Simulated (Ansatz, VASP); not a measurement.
## Two plane-wave programs on CaF2

```
Ca F
1.0
     0.00000    2.71010    2.71010
     2.71010    0.00000    2.71010
     2.71010    2.71010    0.00000
Ca F
1 2
Direct
  0.00000 0.00000 0.00000
  0.25000 0.25000 0.25000
  0.75000 0.75000 0.75000
```

Alike in both runs: task single point; functional r2SCAN; dispersion D3(BJ); k mesh 8 × 8 × 8; occupations gaussian, width 0.02 eV; no spin polarisation.

|  | VASP | Ansatz |
| --- | --- | --- |
| version | VASP 6.6.1 | Ansatz 0.2.0 |
| potentials or method | VASP PAW PBE potentials, release 64 (Ca_sv, F) | scalar-relativistic, plane waves, PAW |
| plane-wave cutoff (eV) | 520 | 500 |
| valence electrons in the cell | 24 | 24 |

|  | VASP | Ansatz | Ansatz less VASP |
| --- | --- | --- | --- |
| gap on the k mesh at the Fermi level (eV) | 8.08 | 8.10 | +0.012 |
| least direct gap on the mesh (eV) | 8.35 | 8.36 | +0.012 |
| pressure (GPa) | 0.7 | 0.0 | -0.65 |

Ansatz warned: «dispersion_damping_borrowed».

Caveats: the PAW data sets were made with another functional, which shifts forces and pressure a little (VASP). A k mesh can miss the band edges. r2SCAN opens gaps a little over a GGA but as a rule still falls short of measured ones.
